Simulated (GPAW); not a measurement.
The system is Cl.

```
CELL_PARAMETERS angstrom
3.14500 -2.25000 0.00000
3.14500 2.25000 0.00000
0.00000 0.00000 8.21000
ATOMIC_POSITIONS crystal
Cl 0.37000 0.63000 0.40000
Cl 0.63000 0.37000 0.60000
Cl 0.13000 0.87000 0.90000
Cl 0.87000 0.13000 0.10000
```

Base run:

- Program: GPAW 26.7.0
- Functional: PBE
- Potentials or basis: PAW data sets generated in the run's folder for this functional
- Cutoff: 600 eV
- Basis: pw
- k mesh: 5 × 5 × 3
- Occupations: fermi-dirac, width 0.05 eV
- Spin: no spin polarisation

Its results: band gap on the k mesh 2.49 eV, indirect (least direct gap 2.55 eV); pressure 0.7 GPa; largest force 0.137 eV/Å.

Q: The run is repeated on the same cell with these changes: functional from PBE to PBEint; band points from 80 to 60. What comes out?

A: Band gap on the k mesh 2.48 eV, indirect (least direct gap 2.53 eV); pressure 0.0 GPa; largest force 0.143 eV/Å.

Not every run made on this cell is shown here.
